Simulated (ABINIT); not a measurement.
HfO2:

```
CELL_PARAMETERS angstrom
0.00000 2.55750 2.55750
2.55750 0.00000 2.55750
2.55750 2.55750 0.00000
ATOMIC_POSITIONS crystal
Hf 0.00000 0.00000 0.00000
O 0.75000 0.75000 0.75000
O 0.25000 0.25000 0.25000
```

Measurements of this composition are mostly on another form, of space group No. 14.

Base run:

| Quantity | Value |
| --- | --- |
| Program | ABINIT 10.8.3 (patched build) |
| Functional | PBE |
| Potentials or basis | PseudoDojo NC SR PBE v0.4.1 standard |
| Cutoff | 1143 eV |
| k mesh | 7 × 7 × 7 |
| Occupations | fermi-dirac, width 0.05 eV |
| Spin | no spin polarisation |

Its results: band gap on the k mesh 3.95 eV, indirect (least direct gap 4.11 eV); pressure -4.8 GPa.

Task: The run is repeated on the same cell with these changes: potentials or basis from PseudoDojo NC SR PBE v0.4.1 standard to SG15 NC PBE v1.2; cutoff from 1143 eV to 1088 eV; valence electrons from 24 to 38. What comes out?

Result: Band gap on the k mesh 3.85 eV, indirect (least direct gap 4.03 eV); pressure -3.6 GPa.

Caveats: spin-orbit coupling is left out, which moves the levels of the heavy elements; an odd mesh through Γ misses points on the zone boundary, where band edges often lie.

Not every run made on this cell is shown here.
